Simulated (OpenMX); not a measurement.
Crystal: GaAs.

```
As Ga
1.0
     0.00000    2.82685    2.82685
     2.82685    0.00000    2.82685
     2.82685    2.82685    0.00000
As Ga
1 1
Cartesian
  4.2403 4.2403 4.2403
  0.0000 0.0000 0.0000
```

Base run:

```yaml
Program: OpenMX 3.8.5
Functional: LDA
Potentials_or_basis: OpenMX 2013 LDA set, As7.0-s3p2d2, Ga7.0-s3p2d2, grid cutoff 500 Ry
k_mesh: 9 × 9 × 9
Occupations: fermi-dirac, width 0.05 eV
Spin: no spin polarisation
```

Its results: band gap on the k mesh 0.48 eV, direct; pressure 0.8 GPa.

The run is repeated on the same cell with these changes: functional from LDA to PBE; potentials or basis from OpenMX 2013 LDA set, As7.0-s3p2d2, Ga7.0-s3p2d2, grid cutoff 500 Ry to OpenMX 2013 PBE set, As7.0-s3p2d2f1, Ga7.0-s3p2d2f1, grid cutoff 500 Ry. What comes out?

Band gap on the k mesh 0.49 eV, direct; pressure 5.2 GPa.

Caveats: the basis of atomic orbitals isn't converged, which shifts pressures, moduli and gaps.
